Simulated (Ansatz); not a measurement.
## Optical constants of BN

Theory: DFT PBEsol, scalar-relativistic, plane waves, PAW in Ansatz. Cutoff 420 eV, 12×12×6 k-points (Γ-centred), Gaussian smearing of 0.01 eV. No spin polarisation.

The cell, relaxed at this level:
```yaml
crystal:
  lattice:
    - [2.54101, 0.00000, 0.00000]
    - [-1.27051, 2.20058, 0.00000]
    - [0.00000, 0.00000, 4.20330]
  atoms:
    - { symbol: B, position: [0.66667, 0.33333, 0.99973] }
    - { symbol: B, position: [0.33333, 0.66667, 0.49973] }
    - { symbol: N, position: [0.66667, 0.33333, 0.62527] }
    - { symbol: N, position: [0.33333, 0.66667, 0.12527] }
```

Independent-particle response (no local fields, no excitons) on a 18×18×10 mesh, broadened by 0.1 eV. Light polarised along y.

Question: Tabulate ε₁ and ε₂ against photon energy.

Answer:
```
E (eV)     ε₁     ε₂
   0.2   4.73   0.00
   0.5   4.74   0.00
   0.8   4.74   0.00
   1.1   4.76   0.00
   1.4   4.78   0.00
   1.7   4.80   0.00
   2.0   4.83   0.00
   2.3   4.86   0.00
   2.6   4.90   0.00
   2.9   4.94   0.00
   3.2   4.99   0.00
   3.5   5.05   0.00
   3.8   5.12   0.00
   4.1   5.19   0.00
   4.4   5.27   0.00
   4.7   5.36   0.00
   5.0   5.47   0.00
   5.3   5.58   0.00
   5.6   5.71   0.00
   5.9   5.86   0.00
   6.2   6.03   0.00
   6.5   6.23   0.00
   6.8   6.45   0.00
   7.1   6.71   0.00
   7.4   7.03   0.00
   7.7   7.41   0.00
   8.0   7.89   0.00
   8.3   8.57   0.03
   8.6   9.39   0.38
   8.9  10.22   0.65
   9.2  11.43   1.15
   9.5  12.77   2.29
   9.8  15.21   3.73
  10.1  14.92   8.03
  10.4  17.18  11.23
  10.7   8.50  18.37
  11.0   4.03  14.16
  11.3   4.05  13.08
  11.6   2.33  14.34
  11.9  -0.32  12.49
```

Question: Where is the highest local maximum of ε₂ between 0.3 and 12 eV?

Answer: At 10.6 eV, where ε₂ = 18.8.

Question: How do the static value and the gaps compare?

Answer: ε₁(0) = 4.73; on the self-consistent k mesh the Kohn–Sham gap is 4.96 eV and the least direct gap 8.23 eV.

This wurtzite form isn't the usual stable structure of the compound.